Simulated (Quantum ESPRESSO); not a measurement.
# Ge (Fd-3m) in Quantum ESPRESSO: settings compared

Aim: see how the results for Ge move with the level of theory and the settings. Levels: PW91, vdW-DF-cx. Tasks: phonons.

Everything below comes from runs of Quantum ESPRESSO 7.5. Logs are shortened: lines on timing, memory, paths and dates and some standing lists are left out, and cuts for length are marked.

**Experimental background.**

“Temperature-dependent photoluminescence in Ge: experiment and theory”, 2020, arxiv:2003.00143 reports, for a bulk crystal of Ge at 0 K: band gap 0.744 eV (indirect).

From “Electronic and optical properties of SixGe1-x-ySny alloys lattice-matched to Ge”, 2021, arxiv:2109.02782, for a bulk crystal of Ge at 293 K: band gap 0.666 eV (indirect).

The results are compared with them further down.

## (1) The structure

It takes space group Fd-3m (No. 227, cubic). The conventional cell has a = 5.658 Å, b = 5.658 Å, c = 5.658 Å, α = 90.00°, β = 90.00°, γ = 90.00°. Ge (site symmetry -43m) is surrounded by 4 Ge at 2.45 Å.

## (2) Phonons, PW91

File pw.in:

```
&CONTROL
  calculation = 'scf'
  prefix = 'pwscf'
  outdir = './tmp'
  pseudo_dir = './pseudo'
  tprnfor = .true.
  tstress = .true.
  disk_io = 'low'
/
&SYSTEM
  ibrav = 0
  A = 4.00068289
  nat = 2
  ntyp = 1
  ecutwfc = 78
  nbnd = 21
  input_dft = 'pw91'
  occupations = 'smearing'
  smearing = 'mv'
  degauss = 0.01469973
/
&ELECTRONS
  conv_thr = 4d-10
  electron_maxstep = 120
  mixing_beta = 0.5
/
ATOMIC_SPECIES
Ge    72.6300 Ge.upf
CELL_PARAMETERS alat
   0.0000000000    0.7071067810    0.7071067810
   0.7071067810    0.0000000000    0.7071067810
   0.7071067810    0.7071067810    0.0000000000
ATOMIC_POSITIONS alat
Ge     1.0606601714    1.0606601714    1.0606601714
Ge     0.7071067810    0.7071067810    0.7071067810
K_POINTS automatic
8 8 8 0 0 0
```

File relax.in:

```
&CONTROL
  calculation = 'vc-relax'
  prefix = 'pwscf'
  outdir = './tmp'
  pseudo_dir = './pseudo'
  tprnfor = .true.
  tstress = .true.
  disk_io = 'low'
  nstep = 40
  forc_conv_thr = 0.0001
  etot_conv_thr = 1d-06
/
&SYSTEM
  ibrav = 0
  A = 4.00068289
  nat = 2
  ntyp = 1
  ecutwfc = 78
  nbnd = 21
  input_dft = 'pw91'
  occupations = 'smearing'
  smearing = 'mv'
  degauss = 0.01469973
/
&ELECTRONS
  conv_thr = 4d-10
  electron_maxstep = 120
  mixing_beta = 0.5
/
&IONS
  ion_dynamics = 'bfgs'
/
&CELL
  cell_dynamics = 'bfgs'
  press = 0
  press_conv_thr = 0.2
/
ATOMIC_SPECIES
Ge    72.6300 Ge.upf
CELL_PARAMETERS alat
   0.0000000000    0.7071067810    0.7071067810
   0.7071067810    0.0000000000    0.7071067810
   0.7071067810    0.7071067810    0.0000000000
ATOMIC_POSITIONS alat
Ge     1.0606601714    1.0606601714    1.0606601714
Ge     0.7071067810    0.7071067810    0.7071067810
K_POINTS automatic
8 8 8 0 0 0
```

File scf2.in:

```
&CONTROL
  calculation = 'scf'
  prefix = 'pwscf'
  outdir = './tmp'
  pseudo_dir = './pseudo'
  tprnfor = .true.
  tstress = .true.
  disk_io = 'low'
/
&SYSTEM
  ibrav = 0
  A = 4.06671665
  nat = 2
  ntyp = 1
  ecutwfc = 78
  nbnd = 21
  input_dft = 'pw91'
  occupations = 'smearing'
  smearing = 'mv'
  degauss = 0.01469973
/
&ELECTRONS
  conv_thr = 1d-13
  electron_maxstep = 120
  mixing_beta = 0.5
  startingpot = 'file'
  startingwfc = 'file'
/
ATOMIC_SPECIES
Ge    72.6300 Ge.upf
CELL_PARAMETERS alat
   0.0000000000    0.7071067815    0.7071067815
   0.7071067815    0.0000000000    0.7071067815
   0.7071067815    0.7071067815    0.0000000000
ATOMIC_POSITIONS alat
Ge     1.0606601724    1.0606601724    1.0606601722
Ge     0.7071067816    0.7071067816    0.7071067815
K_POINTS automatic
8 8 8 0 0 0
```

File ph.in:

```
phonons of Ge
&INPUTPH
  prefix = 'pwscf'
  outdir = './tmp'
  tr2_ph = 1d-18
  fildyn = 'dyn'
  niter_ph = 90
  alpha_mix(1) = 0.4
/
0.0000000000 0.0000000000 0.0000000000
```

File dynmat.in:

```
&INPUT
  fildyn = 'dyn'
  asr = 'crystal'
  filout = 'dynmat.disp'
  fileig = 'dynmat.eig'
/
```

Potentials or basis: PseudoDojo 0.4.1 SR PBE standard.

Started as:

```
$ OMP_NUM_THREADS=1 mpirun -n 4 pw.x -nk 4 -in pw.in > pw.out
$ OMP_NUM_THREADS=1 mpirun -n 4 pw.x -nk 4 -in relax.in > relax.out
$ OMP_NUM_THREADS=1 mpirun -n 4 pw.x -nk 4 -in scf2.in > scf2.out
$ OMP_NUM_THREADS=1 mpirun -n 4 ph.x -nk 4 -in ph.in > ph.out
$ OMP_NUM_THREADS=1 mpirun -n 1 dynmat.x -in dynmat.in > dynmat.out
```

pw.out:

```text
This program is part of the open-source Quantum ESPRESSO suite
     for quantum simulation of materials; please cite
         "P. Giannozzi et al., J. Phys.:Condens. Matter 21 395502 (2009);
         "P. Giannozzi et al., J. Phys.:Condens. Matter 29 465901 (2017);
         "P. Giannozzi et al., J. Chem. Phys. 152 154105 (2020);
     in publications or presentations arising from this work. More details at

     IMPORTANT: XC functional enforced from input :
     Exchange-correlation= PW91
                           (   1   4   2   2   0   0   0)
     Any further DFT definition will be discarded
     Please, verify this is what you really want

     Message from routine setup:
     using ibrav=0 with symmetry is DISCOURAGED, use correct ibrav instead

     K-points division:     npool     =       4
     Subspace diagonalization in iterative solution of the eigenvalue problem:
     a serial algorithm will be used

     G-vector sticks info
     --------------------
     sticks:   dense  smooth     PW     G-vecs:    dense   smooth      PW
     Sum        1237    1237    361                28475    28475    4573

     Using Slab Decomposition

     bravais-lattice index     =            0
     lattice parameter (alat)  =       7.5602  a.u.
     unit-cell volume          =     305.5512 (a.u.)^3
     number of atoms/cell      =            2
     number of atomic types    =            1
     number of electrons       =        28.00
     number of Kohn-Sham states=           21
     kinetic-energy cutoff     =      78.0000  Ry
     charge density cutoff     =     312.0000  Ry
     scf convergence threshold =      4.0E-10
     mixing beta               =       0.5000
     number of iterations used =            8  plain     mixing
     Exchange-correlation= PW91
                           (   1   4   2   2   0   0   0)

     celldm(1)=   7.560195  celldm(2)=   0.000000  celldm(3)=   0.000000
     celldm(4)=   0.000000  celldm(5)=   0.000000  celldm(6)=   0.000000

[... 8 lines left out ...]
               b(3) = (  0.707107  0.707107 -0.707107 )

     PseudoPot. # 1 for Ge read from file:
     Ge.upf
     Pseudo is Norm-conserving + core correction, Zval = 14.0
     Generated using ONCVPSP code by D. R. Hamann
     Using radial grid of 1560 points,  6 beta functions with:
                l(1) =   0
                l(2) =   0
                l(3) =   1
                l(4) =   1
                l(5) =   2
                l(6) =   2

     atomic species   valence    mass     pseudopotential
     Ge               14.00    72.63000     Ge( 1.00)

     48 Sym. Ops., with inversion, found (24 have fractional translation)

   Cartesian axes

     site n.     atom                  positions (alat units)
         1        Ge     tau(   1) = (   1.0606602   1.0606602   1.0606602  )
         2        Ge     tau(   2) = (   0.7071068   0.7071068   0.7071068  )

     number of k points=    29  Marzari-Vanderbilt smearing, width (Ry)=  0.0147
                       cart. coord. in units 2pi/alat
        k(    1) = (   0.0000000   0.0000000   0.0000000), wk =   0.0039062
        k(    2) = (   0.0883883   0.0883883  -0.0883883), wk =   0.0312500
        k(    3) = (   0.1767767   0.1767767  -0.1767767), wk =   0.0312500
        k(    4) = (   0.2651650   0.2651650  -0.2651650), wk =   0.0312500
        k(    5) = (  -0.3535534  -0.3535534   0.3535534), wk =   0.0156250
        k(    6) = (   0.1767767   0.0000000   0.0000000), wk =   0.0234375
[... 21 lines left out ...]
        k(   28) = (  -0.7071068   0.1767767   0.0000000), wk =   0.0468750
        k(   29) = (  -0.7071068   0.3535534   0.0000000), wk =   0.0234375

     Dense  grid:    28475 G-vectors     FFT dimensions: (  48,  48,  48)

     Initial potential from superposition of free atoms

     starting charge      27.9984, renormalised to      28.0000
     Starting wfcs are   18 randomized atomic wfcs +    3 random wfcs

     Self-consistent Calculation

     iteration #  1     ecut=    78.00 Ry     beta= 0.50
     Davidson diagonalization with overlap
     ethr =  1.00E-02,  avg # of iterations =  5.3

     Threshold (ethr) on eigenvalues was too large:
     Diagonalizing with lowered threshold

     Davidson diagonalization with overlap
     ethr =  1.25E-04,  avg # of iterations =  3.2

     total energy              =    -357.59046320 Ry
     estimated scf accuracy    <       0.03592444 Ry

     iteration #  2     ecut=    78.00 Ry     beta= 0.50
     Davidson diagonalization with overlap
     ethr =  1.28E-04,  avg # of iterations =  1.0
     Minimization algorithm failed to find Fermi energy: reverting to bisection
     Possible cause: smearing is larger than the electronic band-gap.

     total energy              =    -357.58991722 Ry
     estimated scf accuracy    <       0.00670206 Ry

     iteration #  3     ecut=    78.00 Ry     beta= 0.50
     Davidson diagonalization with overlap
     ethr =  2.39E-05,  avg # of iterations =  2.0

     total energy              =    -357.59029085 Ry
     estimated scf accuracy    <       0.00009204 Ry

     iteration #  4     ecut=    78.00 Ry     beta= 0.50
     Davidson diagonalization with overlap
     ethr =  3.29E-07,  avg # of iterations =  4.4

     total energy              =    -357.59030530 Ry
     estimated scf accuracy    <       0.00000655 Ry

     iteration #  5     ecut=    78.00 Ry     beta= 0.50
     Davidson diagonalization with overlap
     ethr =  2.34E-08,  avg # of iterations =  1.4
[... 8 lines left out ...]
     total energy              =    -357.59030557 Ry
     estimated scf accuracy    <       0.00000016 Ry

     iteration #  7     ecut=    78.00 Ry     beta= 0.50
     Davidson diagonalization with overlap
     ethr =  5.57E-10,  avg # of iterations =  2.0

     total energy              =    -357.59030559 Ry
     estimated scf accuracy    <          1.7E-09 Ry

     iteration #  8     ecut=    78.00 Ry     beta= 0.50
     Davidson diagonalization with overlap
     ethr =  5.99E-12,  avg # of iterations =  2.4

     End of self-consistent calculation

          k = 0.0000 0.0000 0.0000 (  3527 PWs)   bands (ev):

   -15.3567 -15.3567 -15.3567 -15.3210 -15.3210 -15.1098 -15.1098 -15.1098
   -15.0972 -15.0972  -3.2890   9.4543   9.4943   9.4943   9.4943  12.0538
    12.0538  12.0538  15.9179  18.9732  18.9732

          k = 0.0884 0.0884-0.0884 (  3575 PWs)   bands (ev):

   -15.3648 -15.3648 -15.3542 -15.3096 -15.3096 -15.1221 -15.1221 -15.1127
   -15.0867 -15.0867  -3.0991   7.1157   9.1608   9.1608  10.5015  12.5004
    12.5004  12.9728  16.8478  18.0865  18.0865

          k = 0.1768 0.1768-0.1768 (  3584 PWs)   bands (ev):

   -15.3749 -15.3749 -15.3480 -15.2924 -15.2924 -15.1360 -15.1360 -15.1199
   -15.0763 -15.0763  -2.5481   4.7609   8.6150   8.6150  10.1389  13.1316
    13.1316  15.1064  17.5332  17.8386  17.8386
[... 145 lines left out ...]
          k =-0.7071 0.1768 0.0000 (  3542 PWs)   bands (ev):

   -15.3982 -15.3982 -15.2860 -15.2860 -15.2081 -15.2081 -15.1652 -15.1652
   -15.0487 -15.0487   0.6368   0.6368   5.9653   5.9653  11.4374  11.4374
    17.0909  17.0909  20.5378  20.5378  22.4022

          k =-0.7071 0.3536 0.0000 (  3552 PWs)   bands (ev):

   -15.4044 -15.4044 -15.2627 -15.2627 -15.2141 -15.2141 -15.1819 -15.1819
   -15.0432 -15.0432   0.6862   0.6862   5.6026   5.6026  13.8074  13.8074
    14.2203  14.2203  20.5008  20.5008  22.4849

     the Fermi energy is     9.4088 ev

!    total energy              =    -357.59030559 Ry
     estimated scf accuracy    <          3.9E-10 Ry
     smearing contrib. (-TS)   =       0.00022824 Ry
     internal energy E=F+TS    =    -357.59053383 Ry

     The total energy is F=E-TS. E is the sum of the following terms:
     one-electron contribution =    -183.20899177 Ry
     hartree contribution      =     110.73445362 Ry
     xc contribution           =     -87.61523750 Ry
     ewald contribution        =    -197.50075819 Ry

     convergence has been achieved in   8 iterations

     Forces acting on atoms (cartesian axes, Ry/au):

     atom    1 type  1   force =    -0.00000000    0.00000000    0.00000000
     atom    2 type  1   force =     0.00000000   -0.00000000   -0.00000000

     Total force =     0.000000     Total SCF correction =     0.000000

     Computing stress (Cartesian axis) and pressure

          total   stress  (Ry/bohr**3)                   (kbar)     P=       33.79
   0.00022970  -0.00000000   0.00000000           33.79       -0.00        0.00
  -0.00000000   0.00022970  -0.00000000           -0.00       33.79       -0.00
   0.00000000  -0.00000000   0.00022970            0.00       -0.00       33.79

=------------------------------------------------------------------------------=
   JOB DONE.
=------------------------------------------------------------------------------=
```

relax.out:

```text
This program is part of the open-source Quantum ESPRESSO suite
     for quantum simulation of materials; please cite
         "P. Giannozzi et al., J. Phys.:Condens. Matter 21 395502 (2009);
         "P. Giannozzi et al., J. Phys.:Condens. Matter 29 465901 (2017);
         "P. Giannozzi et al., J. Chem. Phys. 152 154105 (2020);
[... 1917 lines left out ...]
   0.00000000   0.00000967   0.00000000            0.00        1.42        0.00
   0.00000000   0.00000000   0.00000967            0.00        0.00        1.42

=------------------------------------------------------------------------------=
   JOB DONE.
=------------------------------------------------------------------------------=
```

scf2.out:

```text
This program is part of the open-source Quantum ESPRESSO suite
     for quantum simulation of materials; please cite
         "P. Giannozzi et al., J. Phys.:Condens. Matter 21 395502 (2009);
         "P. Giannozzi et al., J. Phys.:Condens. Matter 29 465901 (2017);
         "P. Giannozzi et al., J. Chem. Phys. 152 154105 (2020);
[... 332 lines left out ...]
   0.00000000   0.00000972   0.00000000            0.00        1.43        0.00
   0.00000000   0.00000000   0.00000972            0.00        0.00        1.43

=------------------------------------------------------------------------------=
   JOB DONE.
=------------------------------------------------------------------------------=
```

Run time: 3 min. Hardware: 4 MPI ranks of Intel Xeon 6975P-C (Granite Rapids), shared host; peak memory 0.52 GiB.

What came out:

| Item | Value |
| --- | --- |
| Free energy | -4865.2888 eV |
| Relaxed volume | 23.78 Å³/atom |
| Relaxed cell | a = 4.067 Å, b = 4.067 Å, c = 4.067 Å, α = 60.00°, β = 60.00°, γ = 60.00° |
| Space group after relaxing (to 0.05 Å) | Fd-3m (No. 227) |
| Pressure after relaxing | 0.1 GPa |
| Band gap on the k mesh | none (metal or under the smearing width) |
| Highest phonon frequency at Γ | 262 cm⁻¹ |
| Most unstable mode | 35i cm⁻¹ |

Step by step:
```csv
step,energy change (eV),largest force (eV/Å),pressure (GPa),volume (Å³)
1,0.0000,0.0000,3.38,45.28
2,-0.0135,0.0000,2.15,46.06
3,-0.0217,0.0000,0.87,46.94
4,-0.0234,0.0000,0.01,47.55
5,-0.0234,0.0000,0.00,47.56
```

Final structure:
```xyz
2
Lattice="0.0000 2.8756 2.8756 2.8756 0.0000 2.8756 2.8756 2.8756 0.0000" Properties=species:S:1:pos:R:3 pbc="T T T"
Ge    4.3134    4.3134    4.3134
Ge    2.8756    2.8756    2.8756
```

Phonon frequencies in cm⁻¹ (negative: imaginary):
```csv
q point,frequencies
"(0.000, 0.000, 0.000)",-35 -35 -35 262 262 262
```

Optical modes at Γ, degenerate ones joined:
```tsv
cm⁻¹	components	symmetry	active in
262	3	T2g	Raman
```

Caveat: the potentials were made for another functional, which shifts forces and pressure; before the sum rule the acoustic modes lie tens of cm⁻¹ from zero, a sign that the density grid also shifts the optical modes.

(Part 1 of 2 ends here.)
